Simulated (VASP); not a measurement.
# Re (Fmmm) in VASP: a series of runs

Runs on Re. Level: PBE. Tasks: single point.

All numbers are computed with VASP 6.6.1; they aren't measurements. Logs are shortened: lines on timing, memory, paths and dates and some standing lists are left out, and cuts for length are marked.

## 1. The cell of the first run

The structure is orthorhombic, space group Fmmm (No. 69). Conventional cell: a = 3.592 Å, b = 3.915 Å, c = 4.023 Å, α = 90.00°, β = 90.00°, γ = 90.00°. Re (site symmetry mmm) is surrounded by 12 Re at 2.66 to 2.81 Å.

This isn't the form of Re at room conditions, which is hcp.

## 2. Single point, PBE (normal strain along x -0.0825, normal strain along z +0.0275)

INCAR reads:

```
SYSTEM = Re
  ALGO = Fast
  EDIFF = 1E-7
  ENCUT = 520
  GGA = PE
  ISIF = 2
  ISMEAR = 0
  LASPH = .TRUE.
  LCHARG = .FALSE.
  LREAL = .FALSE.
  LWAVE = .FALSE.
  NBANDS = 10
  NELM = 80
  PREC = Accurate
  SIGMA = 0.15
```

KPOINTS reads:

```
k-points
0
G
  10 10 10
  0 0 0
```

POSCAR reads:

```
Re
1.0
    0.0000000000      1.9577236186      2.0115610181
    1.7962114201      0.0000000000      2.0115610181
    1.7962114201      1.9577236186      0.0000000000
Re
1
Direct
    0.0000000000      0.0000000000      0.0000000000
```

Potentials or basis: VASP PAW PBE potentials, release 64 (Re).

Run with:

```
$ cat potpaw_PBE.64/Re/POTCAR > POTCAR
$ mpirun -np 1 vasp_std > vasp.out
```

OUTCAR:

```text
SYSTEM = Re
   EDIFF = 1E-7
   ENCUT = 520
   GGA = PE
   ISIF = 2
   ISMEAR = 0
   LASPH = .TRUE.
   LREAL = .FALSE.
   NELM = 80
   PREC = Accurate

 ion  position               nearest neighbor table
   1  0.000  0.000  0.000-

  LATTYP: Found a face centered orthorhombic cell.
 ALAT       =     3.5924228402
 B/A-ratio  =     1.0899182561
 C/A-ratio  =     1.1198910081

  Lattice vectors:

 A1 = (   0.0000000000,   1.9577236186,   2.0115610181)
 A2 = (   1.7962114201,   0.0000000000,   2.0115610181)
 A3 = (   1.7962114201,   1.9577236186,   0.0000000000)

Analysis of symmetry for initial positions (statically):
=====================================================================
 Subroutine PRICEL returns:
 Original cell was already a primitive cell.

 Routine SETGRP: Setting up the symmetry group for a
 face centered orthorhombic supercell.

 Subroutine GETGRP returns: Found  8 space group operations
 (whereof  8 operations were pure point group operations)
 out of a pool of  8 trial point group operations.

The static configuration has the point symmetry D_2h.

Analysis of symmetry for dynamics (positions and initial velocities):
=====================================================================
 Subroutine PRICEL returns:
 Original cell was already a primitive cell.

 Routine SETGRP: Setting up the symmetry group for a
 face centered orthorhombic supercell.

 Subroutine GETGRP returns: Found  8 space group operations
 (whereof  8 operations were pure point group operations)
 out of a pool of  8 trial point group operations.

The dynamic configuration has the point symmetry D_2h.

 Subroutine INISYM returns: Found  8 space group operations
 (whereof  8 operations are pure point group operations),
 and found     1 'primitive' translations

----------------------------------------------------------------------------------------

                                     Primitive cell

  volume of cell :      14.1473

  direct lattice vectors                    reciprocal lattice vectors
     0.000000000  1.957723619  2.011561018    -0.278363668  0.255398666  0.248563178
     1.796211420  0.000000000  2.011561018     0.278363668 -0.255398666  0.248563178
     1.796211420  1.957723619  0.000000000     0.278363668  0.255398666 -0.248563178

  length of vectors
     2.806966244  2.696804256  2.656888638     0.452215064  0.452215064  0.452215064

  position of ions in fractional coordinates (direct lattice)
     0.000000000  0.000000000  0.000000000

  ion indices of the primitive-cell ions
   primitive index   ion index
                 1           1

----------------------------------------------------------------------------------------

 KPOINTS: k-points

Automatic generation of k-mesh.
 Grid dimensions read from file:
 generate k-points for:   10   10   10

 Generating k-lattice:

  Cartesian coordinates                     Fractional coordinates (reciprocal lattice)
    -0.027836367  0.025539867  0.024856318     0.100000000  0.000000000  0.000000000
     0.027836367 -0.025539867  0.024856318     0.000000000  0.100000000  0.000000000
     0.027836367  0.025539867 -0.024856318     0.000000000  0.000000000  0.100000000

  Length of vectors
     0.045221506  0.045221506  0.045221506

  Shift w.r.t. Gamma in fractional coordinates (k-lattice)
     0.000000000  0.000000000  0.000000000

 Subroutine IBZKPT returns following result:
 ===========================================

 Found    171 irreducible k-points:

 Following reciprocal coordinates:
            Coordinates               Weight
  0.000000  0.000000  0.000000      1.000000
  0.100000 -0.000000 -0.000000      8.000000
  0.200000 -0.000000 -0.000000      8.000000
  0.300000 -0.000000  0.000000      8.000000
  0.400000  0.000000  0.000000      8.000000
  0.500000 -0.000000  0.000000      4.000000
[... 16 lines left out ...]
  0.300000  0.300000  0.000000      2.000000
  0.400000  0.300000  0.000000      8.000000
 [... further k-points ...]
   k-points           NKPTS =    171   k-points in BZ     NKDIM =    171   number of bands    NBANDS=     10
   number of dos      NEDOS =    301   number of ions     NIONS =      1
   total plane-waves  NPLWV =   9600
   dimension x,y,z NGX =    24 NGY =   20 NGZ =   20
   dimension x,y,z NGXF=    48 NGYF=   40 NGZF=   40
   ions per type =               1
   NGX,Y,Z   is equivalent  to a cutoff of  14.21, 12.33, 12.51 a.u.
   NGXF,Y,Z  is equivalent  to a cutoff of  28.43, 24.66, 25.03 a.u.
 SYSTEM =  Re
   PREC   = accura    normal or accurate (medium, high low for compatibility)
   ISTART =      0    job   : 0-new  1-cont  2-samecut
   ICHARG =      2    charge: 1-file 2-atom 10-const
   ISPIN  =      1    spin polarized calculation?
   LNONCOLLINEAR =      F non collinear calculations
   LSORBIT =      F    spin-orbit coupling
   LASPH  =      T    aspherical Exc in radial PAW
   ENCUT  =  520.0 eV  38.22 Ry    6.18 a.u.   5.22  5.01  4.94*2*pi/ulx,y,z
   NELM   =     80;   NELMIN=  2; NELMDL= -5     # of ELM steps
   EDIFF  = 0.1E-06   stopping-criterion for ELM
   LREAL  =      F    real-space projection
   EDIFFG = 0.1E-05   stopping-criterion for IOM
   NSW    =      0    number of steps for IOM
   IBRION =     -1    ionic relax: 0-MD 1-quasi-New 2-CG
   NFREE  =      0    steps in history (QN), initial steepest desc. (CG)
   ISIF   =      2    stress and relaxation
   ISYM   =      2    0-nonsym 1-usesym 2-fastsym
   POTIM  = 0.5000    time-step for ionic-motion
   TEBEG  =    0.0;   TEEND  =   0.0 temperature during run
   PSTRESS=    0.0 pullay stress
   NELECT =       7.0000    total number of electrons
   NUPDOWN=      -1.0000    fix difference up-down
   EMIN   =  10.00;   EMAX   =-10.00  energy-range for DOS
   EFERMI =   0.00;   METHOD = LEGACY
   ISMEAR =     0;   SIGMA  =   0.15  broadening in eV -4-tet -1-fermi 0-gaus
   EFERMI_NEDOS =   21; number of points for ismear=-14 and -15
   IALGO  =     68    algorithm
   IMIX   =      4    mixing-type and parameters
     AMIX     =   0.40;   BMIX     =  1.00
     AMIX_MAG =   1.60;   BMIX_MAG =  1.00
  volume/ion in A,a.u.               =      14.15        95.47
  Fermi-wavevector in a.u.,A,eV,Ry     =   1.294842  2.446897 22.811748  1.676616
  Thomas-Fermi vector in A             =   2.426400
   LORBIT       =      0    0 simple, 1 ext, 2 COOP (PROOUT), +10 PAW based schemes
   GGA     = PE    functional components
   LHFCALC =     F    Hartree Fock is set to
   AEXX    =    0.0000 exact exchange contribution
   IVDW    =     0    specifies the selected vdW correction
   LEPSILON=     F    determine dielectric tensor
   LRPA    =     F    only Hartree local field effects (RPA)
 non-spin polarized calculation
 RMM-DIIS sequential band-by-band and
 Gauss-broadening in eV      SIGMA  =   0.15
  energy-cutoff  :      520.00
  volume of cell :       14.15
 maximum number of plane-waves:       410
 NGX is ok and might be reduce to    24
   NGX = 11   NGY =  9   NGZ =  9

 number of electron       7.0000000 magnetization

 Free energy of the ion-electron system (eV)
  ---------------------------------------------------
  ext. energy  EPLUGINS =         0.00000000
  ---------------------------------------------------
  free energy    TOTEN  =       -12.22882188 eV

  energy without entropy =      -12.21891788  energy(sigma->0) =      -12.22386988

 E-fermi :   8.7627     XC(G=0): -13.9463

 val. band max:        8.7537774527   @ k =   0.5000  -0.4000   0.1000
 cond. band min:       8.7668960144   @ k =  -0.4000   0.1000   0.5000
 fundamental gap:      0.0131185617
 Fermi energy:         8.7626944393

 k-point     1 :       0.0000    0.0000    0.0000
  band No.  band energies     occupation
      1      -1.7543      2.00000
      2       6.0223      2.00000
      3       6.4801      2.00000
      4       7.6738      2.00000
      5       8.9120      0.15911
      6      10.8657      0.00000
      7      22.7950      0.00000
      8      26.8650      0.00000
      9      27.7366      0.00000
     10      31.2745      0.00000

 k-point     2 :       0.1000   -0.0000   -0.0000
  band No.  band energies     occupation
      1      -1.2735      2.00000
      2       6.0489      2.00000
      3       6.5362      2.00000
      4       7.6642      2.00000
      5       8.8598      0.35969
      6      10.6197      0.00000
      7      23.6992      0.00000
      8      26.4836      0.00000
      9      28.1582      0.00000
     10      30.6717      0.00000

 k-point     3 :       0.2000   -0.0000   -0.0000
  band No.  band energies     occupation
      1      -0.0411      2.00000
      2       5.8057      2.00000
      3       6.5512      2.00000
      4       7.8742      2.00000
      5       9.2704      0.00000
      6      10.3003      0.00000
      7      23.9483      0.00000
      8      26.2117      0.00000
      9      30.3862      0.00000
     10      32.6890      0.00000

 k-point     4 :       0.3000   -0.0000    0.0000
  band No.  band energies     occupation
      1       1.1472      2.00000
      2       6.1124      2.00000
      3       6.1947      2.00000
      4       7.8301      2.00000
      5      10.6702      0.00000
      6      10.7604      0.00000
      7      21.9975      0.00000
      8      26.0638      0.00000
      9      33.2807      0.00000
     10      34.2612      0.00000
[... 222 lines left out ...]
 k-point    22 :      -0.2000    0.2000    0.0000
  band No.  band energies     occupation
      1       2.3040      2.00000
      2       4.8264      2.00000
      3       6.1017      2.00000
      4       8.7064      1.40444
      5       9.0731      0.00343
      6      13.0299      0.00000
      7      22.8274      0.00000
      8      27.4360      0.00000
      9      28.6285      0.00000
     10      28.9468      0.00000

 k-point    23 :       0.3000    0.3000    0.0000
  band No.  band energies     occupation
      1       1.6742      2.00000
      2       3.5160      2.00000
      3       6.9433      2.00000
      4      10.3266      0.00000
      5      10.3270      0.00000
      6      11.8181      0.00000
      7      25.8759      0.00000
      8      27.2723      0.00000
      9      28.2546      0.00000
     10      30.8113      0.00000

 k-point    24 :       0.4000    0.3000    0.0000
  band No.  band energies     occupation
      1       2.0643      2.00000
      2       3.3418      2.00000
      3       7.1205      2.00000
      4      10.6100      0.00000
      5      12.0638      0.00000
      6      12.5504      0.00000
      7      23.3368      0.00000
      8      25.6933      0.00000
      9      26.0976      0.00000
     10      31.9321      0.00000

 [... further k-points ...]

------------------------ aborting loop because EDIFF is reached ----------------------------------------

  FORCE on cell =-STRESS in cart. coord.  units (eV):
  Direction    XX          YY          ZZ          XY          YZ          ZX
  --------------------------------------------------------------------------------------
  -------------------------------------------------------------------------------------
  Total        3.6207729      1.9855545      1.0315163      0.0000000      0.0000000      0.0000000
  in kB      410.0528390    224.8642235    116.8193081      0.0000000      0.0000000      0.0000000
  external PRESSURE =     250.5787902 kB  Pullay stress =       0.0000000 kB

 VOLUME and BASIS-vectors are now :
 -----------------------------------------------------------------------------
  energy-cutoff  :      520.00
  volume of cell :       14.15
      direct lattice vectors                 reciprocal lattice vectors
     0.000000000  1.957723619  2.011561018    -0.278363668  0.255398666  0.248563178
     1.796211420  0.000000000  2.011561018     0.278363668 -0.255398666  0.248563178
     1.796211420  1.957723619  0.000000000     0.278363668  0.255398666 -0.248563178

 POSITION                                       TOTAL-FORCE (eV/Angst)
 -----------------------------------------------------------------------------------
      0.00000      0.00000      0.00000         0.000000     -0.000000     -0.000000
 -----------------------------------------------------------------------------------
    total drift:                               -0.000000     -0.000000     -0.000000

  FREE ENERGIE OF THE ION-ELECTRON SYSTEM (eV)
  ---------------------------------------------------
  free  energy   TOTEN  =       -12.2288218840 eV

  energy  without entropy=      -12.2189178756  energy(sigma->0) =      -12.22386988
```

It took 20 s on 1 thread of AMD EPYC 9R45 (Zen 5), shared host; peak memory 0.11 GiB.

What came out:

| Property | Result |
| --- | --- |
| Free energy | -12.2288 eV |
| Pressure | 25.1 GPa |
| Band gap on the k mesh | none (metal or under the smearing width) |

Stress tensor (GPa, compression positive):
```
41.01  0.00  0.00
 0.00 22.49  0.00
 0.00  0.00 11.68
```

Caveat: so large a pressure means that the cell lies far from this level's equilibrium, or that cutoff or potentials fall short. Spin-orbit coupling is left out, which matters for the levels of Re.

## 3. Single point, PBE (normal strain along x -0.0275, normal strain along z +0.1100)

INCAR reads:

```
SYSTEM = Re
ALGO     = Fast           ! electronic algorithm
EDIFF    = 1E-6           ! SCF threshold, eV
ENCUT    = 520            ! plane-wave cutoff, eV
GGA      = PE             ! functional
ISIF     = 2              ! what is computed and relaxed
ISMEAR   = 0              ! smearing method
LASPH    = .TRUE.         ! aspherical terms in the spheres
LCHARG   = .FALSE.        ! write CHGCAR
LREAL    = .FALSE.        ! projectors in reciprocal space
LWAVE    = .FALSE.        ! write WAVECAR
NBANDS   = 10             ! bands
NELM     = 80             ! most SCF steps
PREC     = Accurate       ! precision mode
SIGMA    = 0.15           ! smearing width, eV
```

KPOINTS is that of step 2.

POSCAR reads:

```
Re
1.0
    0.0000000000      1.9577236186      2.1730732166
    1.9038862191      0.0000000000      2.1730732166
    1.9038862191      1.9577236186      0.0000000000
Re
1
Direct
    0.0000000000      0.0000000000      0.0000000000
```

Potentials or basis: VASP PAW PBE potentials, release 64 (Re).

Run with:

```
$ cat potpaw_PBE.64/Re/POTCAR > POTCAR
$ mpirun -np 1 vasp_std > vasp.out
```

Run time: 22 s. Hardware: 1 thread of AMD EPYC 9R45 (Zen 5), shared host; peak memory 0.12 GiB.

The run converged. Its results:

| Quantity | Value |
| --- | --- |
| Free energy | -12.1624 eV |
| Pressure | -22.4 GPa |
| Band gap on the k mesh | none (metal or under the smearing width) |

Stress tensor (GPa, compression positive):
```
-12.33   0.00   0.00
  0.00 -15.51   0.00
  0.00   0.00 -39.28
```

Levels at points of the mesh, in eV from the Fermi level:
```csv
k point,band 1,band 2,band 3,band 4,band 5,band 6,band 7,band 8
"(0.00, 0.00, 0.00)",-9.50,-2.72,-1.24,-0.93,-0.20,2.04,13.99,16.75
"(0.50, 0.00, 0.00)",-6.23,-2.66,-1.05,0.09,2.82,3.54,8.75,12.96
"(0.50, 0.50, 0.00)",-6.21,-5.20,0.96,3.35,3.61,3.85,9.50,12.67
"(0.50, 0.00, 0.50)",-6.05,-5.15,2.78,2.85,2.91,4.78,10.48,11.93
"(0.00, 0.50, 0.50)",-6.01,-5.27,2.93,3.01,3.49,4.68,10.15,11.25
```

Caveat: so large a pressure means that the cell lies far from this level's equilibrium, or that cutoff or potentials fall short. Spin-orbit coupling is left out, which matters for the levels of Re.

## 4. Single point, PBE (normal strain along x -0.0825, normal strain along z -0.0825)

INCAR reads:

```
SYSTEM = Re
ALGO = Fast ; EDIFF = 1E-6
ENCUT = 520 ; GGA = PE
ISIF = 2 ; ISMEAR = 0
LASPH = .True. ; LCHARG = .False.
LREAL = .False. ; LWAVE = .False.
NBANDS = 10 ; NELM = 100
PREC = Accurate ; SIGMA = 0.15
```

KPOINTS reads:

```
k-points
0
Gamma
  10 10 10
  0 0 0
```

POSCAR reads:

```
Re
1.0
    0.0000000000      1.9577236186      1.7962114201
    1.7962114201      0.0000000000      1.7962114201
    1.7962114201      1.9577236186      0.0000000000
Re
1
Direct
    0.0000000000      0.0000000000      0.0000000000
```

Run with:

```
$ cat potpaw_PBE.64/Re/POTCAR > POTCAR
$ mpirun -np 1 vasp_std > vasp.out
```

It took 11 s on 1 thread of AMD EPYC 9R45 (Zen 5), shared host; peak memory 0.1 GiB.

Results (log left out):

```yaml
Free_energy: -11.7090 eV
Pressure: 93.7 GPa
Band_gap_on_the_k_mesh: none (metal or under the smearing width)
```

Stress tensor (GPa, compression positive):
```
107.38   0.00   0.00
  0.00  66.22   0.00
  0.00   0.00 107.38
```

Levels at points of the mesh, in eV from the Fermi level:
| k point | band 1 | band 2 | band 3 | band 4 | band 5 | band 6 |
| --- | --- | --- | --- | --- | --- | --- |
| (0.00, 0.00, 0.00) | -11.26 | -3.42 | -1.87 | -1.87 | 0.31 | 2.63 |
| (0.50, 0.00, 0.00) | -8.15 | -3.48 | -1.92 | 0.59 | 4.35 | 5.16 |
| (0.50, 0.50, 0.00) | -8.41 | -7.40 | 4.34 | 4.46 | 4.77 | 6.68 |
| (0.50, 0.00, 0.50) | -8.38 | -7.28 | 2.32 | 4.94 | 5.65 | 5.65 |

Caveat: the cell as given lies far from equilibrium; so large a pressure means that the cell lies far from this level's equilibrium, or that cutoff or potentials fall short.

## 5. The runs side by side

```tsv
cell	further INCAR settings	gap on the mesh (eV)	pressure (GPa)
normal strain along x -0.0825, normal strain along z +0.0275	ALGO = Fast; EDIFF = 1e-07; NBANDS = 10	none	25.1
normal strain along x -0.0275, normal strain along z +0.1100	ALGO = Fast; EDIFF = 1e-06; NBANDS = 10	none	-22.4
normal strain along x -0.0825, normal strain along z -0.0825	ALGO = Fast; EDIFF = 1e-06; NBANDS = 10	none	93.7
```

Alike in all rows: task single point; level PBE; potentials or basis VASP PAW PBE potentials, release 64 (Re); no spin polarisation; k mesh 10 × 10 × 10; cutoff (eV) 520; smearing gaussian 0.15 eV.

Caveats: so large a pressure means that the cell lies far from this level's equilibrium, or that cutoff or potentials fall short; the cell as given lies far from equilibrium (some runs).

Absolute energies hang on the potentials; compare differences alone.
